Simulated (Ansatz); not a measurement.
**Kick test of a cell of Li**

The cell was reached from a generator's guess, though it ends in a space group that the Crystallography Open Database lists for this formula.

All numbers below come from DFT PBE, scalar-relativistic, plane waves, PAW in Ansatz 0.2.0. Cutoff 420 eV; k points 21×21×20 on the computed 1-atom cell (Γ-centred); Gaussian smearing, width 0.10 eV; no spin polarisation.

The cell below (1 atom, space group P6/mmm (No. 191)) is relaxed within its symmetry.

```yaml
crystal:
  lattice:
    - [2.93669, 0.00000, 0.00000]
    - [-1.46835, 2.54325, 0.00000]
    - [0.00000, 0.00000, 2.71615]
  atoms:
    - { symbol: Li, position: [0.00000, 0.00000, 0.50000] }
```

For the test a repeat of it with 4 atoms (edges 2.72, 5.87, 5.87 Å) was strained at random (σ = 1.5 % a component), the atoms were moved at random (σ = 0.15 Å), and all was relaxed again on a coarse 8×6×6 mesh (in the run’s order of axes) with 0.20 eV smearing, with no symmetry imposed.

Question: What happens?

Answer: It doesn't return. The energy falls by 70 meV/atom on that mesh, the volume changes by -0.4 %, and the end has space group Immm (No. 71) at a loose tolerance. Relaxed again on a 26×26×26 mesh with 0.10 eV smearing, the new structure lies 67 meV/atom below the first (mesh in the axes of the run's cell; the cell below is made exact in the group named). Space group I4/mmm (No. 139), tetragonal, a = 3.079 Å, c = 4.264 Å. Li is surrounded by 12 Li at 3.05–3.08 Å.

```yaml
crystal:
  lattice:
    - [-1.53969, 1.53969, 2.13187]
    - [1.53969, -1.53969, 2.13187]
    - [1.53969, 1.53969, -2.13187]
  atoms:
    - { symbol: Li, position: [0.00000, 0.00000, 0.00000] }
```
